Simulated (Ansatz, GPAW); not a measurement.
# Mg: 3 runs at one level of theory

```xyz
2
Lattice="3.2093 0.0000 0.0000 -1.6046 2.7793 0.0000 0.0000 0.0000 5.2103" Properties=species:S:1:pos:R:3 pbc="T T T"
Mg    1.6047    0.9264    3.9077
Mg    0.0000    1.8529    1.3026
```

Alike in all runs: task band structure; functional revPBE; k mesh 10 × 10 × 5; occupations fermi-dirac, width 0.05 eV; no spin polarisation; no spin-orbit coupling. Pressure is positive in compression and, in plane waves, holds the error of the finite cutoff, which Ansatz's Pulay term estimates and takes out.

```csv
program and potentials,plane-wave cutoff (eV),notes,pressure (GPa)
"Ansatz, Ansatz PAW",420,"potentials made for PBE, which Ansatz adapts in part",0.56
"GPAW, the program's PAW data sets (release 1.2.1) made for this functional",800,-,0.45
"Ansatz, all-electron LAPW, scalar-relativistic",-,-,0.51
```

The pressure spans 0.45 (GPAW, the program's PAW data sets (release 1.2.1) made for this functional) to 0.56 GPa (Ansatz, Ansatz PAW), with all-electron results at 0.51. Some sets were made for another functional than the one run, which can shift their rows.

The functional is the same throughout but for its coding, so the spread measures potentials, basis and numerics; runs on potential files found faulty are left out.
